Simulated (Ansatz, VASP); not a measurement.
## One calculation of BN, two programs

```
CELL_PARAMETERS angstrom
1.25112 0.72234 3.37293
-1.25112 0.72234 3.37293
0.00000 -1.44467 3.37293
ATOMIC_POSITIONS crystal
B 0.99967 0.99967 0.99967
N 0.33276 0.33276 0.33276
```

The cell is a database's computed one.

Alike in both runs: task single point; functional PBEsol; k mesh 1 × 1 × 1; occupations fermi-dirac, width 0.01 eV; no spin polarisation.

```csv
,VASP,Ansatz
version,VASP 6.6.1,Ansatz 0.2.0
potentials or method,"VASP PAW PBE potentials, release 64 (B, N)","plane waves, PAW"
plane-wave cutoff (eV),520,420
valence electrons in the cell,8,8
```

VASP gave:

| Property | Result |
| --- | --- |
| gap on the k mesh at the Fermi level (eV) | 5.24 |

Question: Estimate Ansatz's values.

Answer: gap on the k mesh at the Fermi level (eV): 5.25.

Caveats: the k mesh is coarse (spacing up to 2.97 Å⁻¹), so the values aren't converged; an odd mesh through Γ misses points on the zone boundary, where band edges often lie. As with any semilocal functional, this PBEsol gap is likely too small.
